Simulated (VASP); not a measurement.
# Cl (Cmce) in VASP: further runs, part 2 of 2

VASP 6.6.1. The steps go on from the part before.

## 3. Relaxation of cell and atoms, PBE+D3(BJ), target pressure 42 GPa, at which the enthalpy is minimised

This run uses another cell than the first one, of 14.00 Å³/atom, 0.482 times its volume.

INCAR

```
ALGO = Fast
EDIFF = 1E-7
EDIFFG = -0.15
ENCUT = 520
GGA = PE
IBRION = 2
ISIF = 3
ISMEAR = 0
IVDW = 12
LASPH = T
LCHARG = F
LREAL = F
LWAVE = F
NELM = 100
NSW = 80
PREC = Accurate
PSTRESS = 420.0
SIGMA = 0.02
```

KPOINTS

```
k-points
0
Gamma
  8 8 4
```

POSCAR

```
Cl                                      
1.0
    2.4263253686     -1.6446091020      0.0000000000
    2.4263253686      1.6446091020     -0.0000000000
    0.0000000000     -0.0000000000      7.0150667782
  Cl            
     4
Direct
     0.8275927544337465    0.1724072455662536    0.1185208934500227
     0.6724072455662535    0.3275927544337465    0.6185208934500226
     0.1724072455662536    0.8275927544337465    0.8814791065499774
     0.3275927544337465    0.6724072455662535    0.3814791065499772
```

Potentials or basis: VASP PAW PBE potentials, release 64 (Cl).

Started as:

```console
$ cat potpaw_PBE.64/Cl/POTCAR > POTCAR
$ mpirun -np 1 vasp_std > vasp.out
```

OUTCAR:

```text
EDIFF = 1E-7
   EDIFFG = -0.15
   ENCUT = 520
   GGA = PE
   IBRION = 2
   ISIF = 3
   ISMEAR = 0
   IVDW = 12
   LASPH = T
   LREAL = F
   NELM = 100
   NSW = 80
   PREC = Accurate
   PSTRESS = 420.0
 IVDW          = 12

 ion  position               nearest neighbor table
   1  0.828  0.172  0.119-   3 2.01   4 2.47   4 2.47
   2  0.672  0.328  0.619-   4 2.01   3 2.47   3 2.47
   3  0.172  0.828  0.881-   1 2.01   2 2.47   2 2.47
   4  0.328  0.672  0.381-   2 2.01   1 2.47   1 2.47

  LATTYP: Found a base centered orthorhombic cell.
 ALAT       =     3.2892182040
 B/A-ratio  =     1.4753204063
 C/A-ratio  =     2.1327459424

  Lattice vectors:

 A1 = (  -2.4263253686,  -1.6446091020,   0.0000000000)
 A2 = (   2.4263253686,  -1.6446091020,   0.0000000000)
 A3 = (   0.0000000000,   0.0000000000,   7.0150667782)

Analysis of symmetry for initial positions (statically):
=====================================================================
 Subroutine PRICEL returns:
 Original cell was already a primitive cell.

 Routine SETGRP: Setting up the symmetry group for a
 base centered orthorhombic supercell.

 Subroutine GETGRP returns: Found  8 space group operations
 (whereof  4 operations were pure point group operations)
 out of a pool of  8 trial point group operations.

The static configuration has the point symmetry C_2h.
 The point group associated with its full space group is D_2h.

Analysis of symmetry for dynamics (positions and initial velocities):
=====================================================================
 Subroutine PRICEL returns:
 Original cell was already a primitive cell.

 Routine SETGRP: Setting up the symmetry group for a
 base centered orthorhombic supercell.

 Subroutine GETGRP returns: Found  8 space group operations
 (whereof  4 operations were pure point group operations)
 out of a pool of  8 trial point group operations.

The dynamic configuration has the point symmetry C_2h.
[... 128 lines left out ...]
   LORBIT       =      0    0 simple, 1 ext, 2 COOP (PROOUT), +10 PAW based schemes
   GGA     = PE    functional components
   LHFCALC =     F    Hartree Fock is set to
   AEXX    =    0.0000 exact exchange contribution
   IVDW    =    12    specifies the selected vdW correction
   LEPSILON=     F    determine dielectric tensor
   LRPA    =     F    only Hartree local field effects (RPA)
 conjugate gradient relaxation of ions
 non-spin polarized calculation
 RMM-DIIS sequential band-by-band and
 Gauss-broadening in eV      SIGMA  =   0.02
  energy-cutoff  :      520.00
  volume of cell :       55.99
 maximum number of plane-waves:      1524
 NGX is ok and might be reduce to    24
   NGX = 11   NGY = 11   NGZ = 27

 number of electron      28.0000001 magnetization

 Free energy of the ion-electron system (eV)
  ---------------------------------------------------
  ext. energy  EPLUGINS =         0.00000000
  ---------------------------------------------------
  free energy    TOTEN  =        -3.27796430 eV

  energy without entropy =       -3.27796430  energy(sigma->0) =       -3.27796430

 E-fermi :   8.1776     XC(G=0): -11.5402

 val. band max:        8.0013567017   @ k =   0.5000   0.0000   0.5000
 cond. band min:       9.1763789272   @ k =   0.5000   0.5000   0.5000
 fundamental gap:      1.1750222255
 Fermi energy:         8.1775702768

 k-point     1 :       0.0000    0.0000    0.0000
  band No.  band energies     occupation
      1     -12.2664      2.00000
      2     -10.6185      2.00000
      3      -8.7860      2.00000
      4      -4.5201      2.00000
      5      -0.5867      2.00000
      6       3.1949      2.00000
[... 481 lines left out ...]
      5      -0.3034      2.00000
      6       1.1199      2.00000
[... 10 lines left out ...]
     17      15.9998      0.00000
     18      16.4923      0.00000

 [... further k-points ...]

------------------------ aborting loop because EDIFF is reached ----------------------------------------

 Edisp (eV)   -1.33535

 E8    (eV) :    -0.4516

  FORCE on cell =-STRESS in cart. coord.  units (eV):
  Direction    XX          YY          ZZ          XY          YZ          ZX
  --------------------------------------------------------------------------------------
  -------------------------------------------------------------------------------------
  Total      14.65428    14.43773    15.06257     0.00000     0.00000     0.00000
  in kB     419.37390   413.17697   431.05840     0.00000     0.00000     0.00000
  external pressure =        1.20 kB  Pullay stress =      420.00 kB

 VOLUME and BASIS-vectors are now :
 -----------------------------------------------------------------------------
  energy-cutoff  :      520.00
  volume of cell :       55.99
      direct lattice vectors                 reciprocal lattice vectors
     2.426325369 -1.644609102  0.000000000     0.206072939 -0.304023612  0.000000000
     2.426325369  1.644609102  0.000000000     0.206072939  0.304023612  0.000000000
     0.000000000  0.000000000  7.015066778     0.000000000  0.000000000  0.142550318

 POSITION                                       TOTAL-FORCE (eV/Angst)
 -----------------------------------------------------------------------------------
      2.42633     -1.07752      0.83143         0.000000     -0.097417      0.024133
      2.42633     -0.56709      4.33897         0.000000      0.097417      0.024133
      2.42633      1.07752      6.18363         0.000000      0.097417     -0.024133
      2.42633      0.56709      2.67610         0.000000     -0.097417     -0.024133
 -----------------------------------------------------------------------------------
    total drift:                                0.000000      0.000000      0.000000

  FREE ENERGIE OF THE ION-ELECTRON SYSTEM (eV)
  ---------------------------------------------------
  free  energy   TOTEN  =        -4.6133191895 eV

  energy  without entropy=       -4.6133191895  energy(sigma->0) =       -4.61331919

  enthalpy is  TOTEN    =        10.0628341853 eV   P V=       14.6761533748

 reached required accuracy - stopping structural energy minimisation
```

OSZICAR:

```text
N       E                     dE             d eps       ncg     rms          rms(c)
DAV:   1     0.183286853098E+03    0.18329E+03   -0.14340E+04  2268   0.144E+03
DAV:   2     0.465791939415E+01   -0.17863E+03   -0.17518E+03  3304   0.254E+02
DAV:   3    -0.346223991593E+01   -0.81202E+01   -0.80909E+01  2782   0.635E+01
[... 12 lines left out ...]
RMM:  16    -0.327796495694E+01    0.41740E-05   -0.10362E-05  2928   0.180E-02    0.216E-02
RMM:  17    -0.327796517230E+01   -0.21535E-06   -0.25655E-07  1614   0.453E-03    0.200E-02
RMM:  18    -0.327796499055E+01    0.18175E-06   -0.20014E-07  1395   0.316E-03    0.163E-02
RMM:  19    -0.327796431784E+01    0.67270E-06   -0.19468E-06  2453   0.802E-03    0.662E-03
RMM:  20    -0.327796430043E+01    0.17411E-07   -0.50311E-08  1385   0.184E-03
   1 F= 0.10062834E+02 E0= 0.10062834E+02  d E =0.100628E+02
```

CONTCAR:

```text
Cl
   1.00000000000000
     2.4263253686000001   -1.6446091020000000    0.0000000000000000
     2.4263253686000001    1.6446091020000000    0.0000000000000000
     0.0000000000000000    0.0000000000000000    7.0150667781999996
  Cl
     4
Direct
     0.8275927544337449    0.1724072455662551    0.1185208934500253
     0.6724072455662551    0.3275927544337449    0.6185208934500253
     0.1724072455662551    0.8275927544337449    0.8814791065499747
     0.3275927544337449    0.6724072455662551    0.3814791065499747

  0.00000000E+00  0.00000000E+00  0.00000000E+00
  0.00000000E+00  0.00000000E+00  0.00000000E+00
  0.00000000E+00  0.00000000E+00  0.00000000E+00
  0.00000000E+00  0.00000000E+00  0.00000000E+00
```

Run time: 29 s. Hardware: 1 thread of Intel Xeon 6975P-C (Granite Rapids), shared host; peak memory 0.19 GiB.

Results:

* Free energy: -4.6133 eV
* Pressure after relaxing: 42.1 GPa
* Largest force after relaxing: 0.100 eV/Å
* Band gap on the k mesh: 1.17 eV, indirect (least direct gap 1.93 eV)
* Dispersion energy per atom: -0.334 eV

Forces on the atoms (eV/Å):
```
Cl   0.000 -0.097  0.024
Cl   0.000  0.097  0.024
Cl   0.000  0.097 -0.024
Cl   0.000 -0.097 -0.024
```

Stress tensor (GPa, compression positive):
```
41.94  0.00  0.00
 0.00 41.32  0.00
 0.00  0.00 43.11
```

Final structure:
```
Cl
1.0
     2.42633   -1.64461    0.00000
     2.42633    1.64461    0.00000
     0.00000    0.00000    7.01507
Cl
4
Direct
  0.82759 0.17241 0.11852
  0.67241 0.32759 0.61852
  0.17241 0.82759 0.88148
  0.32759 0.67241 0.38148
```

Levels at points of the mesh, in eV from the valence-band top:
| k point | band 12 | band 13 | band 14 | band 15 | band 16 | band 17 |
| --- | --- | --- | --- | --- | --- | --- |
| (0.00, 0.00, 0.00) | -1.33 | -0.41 | -0.20 | 2.39 | 3.28 | 5.58 |
| (0.50, 0.00, 0.00) | -2.62 | -1.33 | -1.33 | 3.54 | 3.54 | 6.69 |
| (0.50, 0.50, 0.00) | -3.08 | -2.70 | -1.52 | 1.61 | 2.12 | 4.89 |
| (0.00, 0.00, 0.50) | -1.35 | -0.31 | -0.31 | 2.40 | 2.40 | 7.35 |
| (0.50, 0.00, 0.50) | -2.10 | 0.00 | 0.00 | 1.93 | 1.93 | 7.57 |
| (0.50, 0.50, 0.50) | -3.35 | -2.88 | -2.88 | 1.17 | 1.17 | 7.05 |

Caveat: the relaxation stopped at its first step, so nothing moved; the cell is relaxed towards a set pressure, so the enthalpy falls and the energy may rise; the relaxation stopped at a loose force limit of 0.15 eV/Å, so its end isn't a converged minimum.
